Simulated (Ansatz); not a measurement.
InN with two functionals

Start from InN in the wurtzite structure (space group P6_3mc, No. 186; a = 3.581 Å, c = 5.788 Å).

(Cell as relaxed with PBE.)

Levels (all Ansatz, an electronic-structure program, PAW, earlier PAW set): PBE (420 eV, without spin-orbit coupling); r2SCAN (500 eV, scalar-relativistic without spin-orbit coupling).

Each level relaxes its own structure.

```tsv
quantity	PBE	r2SCAN
volume per atom	16.07 Å³	15.60 Å³
lattice parameter a	3.581 Å	3.548 Å
lattice parameter c	5.788 Å	5.724 Å
```

PBE's volume per atom lies 0.47 Å³ above r2SCAN's (3.0 %); PBE's lattice parameter a lies 0.033 Å above r2SCAN's (0.9 %); PBE's lattice parameter c lies 0.064 Å above r2SCAN's (1.1 %). Neither level is exact; r2SCAN is the comparison here, not a measurement.

Whether these cells are dynamically stable was not tested. All final runs are without spin polarisation.
